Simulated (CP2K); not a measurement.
**Bi under changes of volume**

One of the cells (31.117 Å³/atom); the others are scaled copies at fixed shape and fractional positions:

```xyz
1
Lattice="3.4319 0.0000 0.0000 -1.1440 3.2357 0.0000 -1.1440 -1.6178 2.8022" Properties=species:S:1:pos:R:3 pbc="T T T"
Bi    0.0000    0.0000    0.0000
```

This isn't the form of Bi at room conditions, which is rhombohedral.

```yaml
Program: CP2K 2026.2
Functional: LDA
Potentials_or_basis: GTH_POTENTIALS Bi GTH-PADE-q5; TZVP-MOLOPT-PBE-GTH basis
Density_cutoff: 6123 eV
k_mesh: 9 × 9 × 9
Occupations: fermi-dirac, width 0.01 eV
Spin: no spin polarisation
```

```csv
volume (Å³/atom),energy over the lowest point (meV/atom),pressure (GPa)
29.250,0.00,0.6
29.872,0.25,-0.7
30.495,5.51,-1.9
31.117,?,?
31.739,28.88,-4.0
32.362,46.03,-4.8
32.984,66.33,-5.6
```

Problem. What does the run at 31.117 Å³/atom give?

Solution. Energy over the lowest point 15.22 meV/atom; pressure -3.0 GPa.

Worked out: A Birch-Murnaghan fit of order 3 (a polynomial in V^(-2/3)) to the other rows has its minimum at 29.53 Å³/atom with B0 = V·E''(V) = 65 GPa and B' = 4.6. It gives 15.22 meV/atom at 31.117 Å³/atom, against the run's 15.22, and -dE/dV = -3.0 GPa, against -3.0.

Energies are extrapolated to zero smearing.

Caveats: the basis of atomic orbitals isn't converged, which shifts pressures, moduli and gaps.
